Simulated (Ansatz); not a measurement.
**GaO: clamped-ion elastic tensor**

Method: DFT PBE, scalar-relativistic, plane waves, PAW in Ansatz 0.2.0. Cutoff 420 eV, 12×12×2 k-points (Γ-centred), fixed occupations. No spin polarisation.

Relaxed structure:
```
CELL_PARAMETERS angstrom
3.10081 0.00000 0.00000
-1.55041 2.68538 0.00000
0.00000 0.00000 14.66291
ATOMIC_POSITIONS crystal
Ga 0.33333 0.66667 0.41459
Ga 0.33333 0.66667 0.58541
Ga 0.00000 0.00000 0.08542
Ga 0.00000 0.00000 0.91458
O 0.66667 0.33333 0.13530
O 0.66667 0.33333 0.86470
O 0.00000 0.00000 0.36468
O 0.00000 0.00000 0.63532
```

The cell was built by swapping an element in a database structure (itself possibly hypothetical) and relaxing; it need not be the stable form of this composition. The crystal is built of layers and no dispersion correction was added, so the binding between them is poorly described, and with it their spacing and whatever depends on it.

(1) Give the clamped-ion elastic constants (GPa, Voigt order xx yy zz yz xz xy, on the axes of the cell above).

(2) And the moduli of a polycrystal (Hill averages)?

Results:

(1)
C11 = 248.5, C12 = 88.4, C13 = 37.9, C22 = 248.5, C23 = 37.9, C33 = 141.1, C44 = 53.3, C55 = 53.3, C66 = 80.0 GPa; the others vanish.

(2) B = 101 GPa, G = 67 GPa, E = 165 GPa, ν = 0.23.

Cost: 1 run of about 17 core-minutes, on Intel Xeon Platinum 8259CL (Skylake/Cascade Lake) (shared hosts).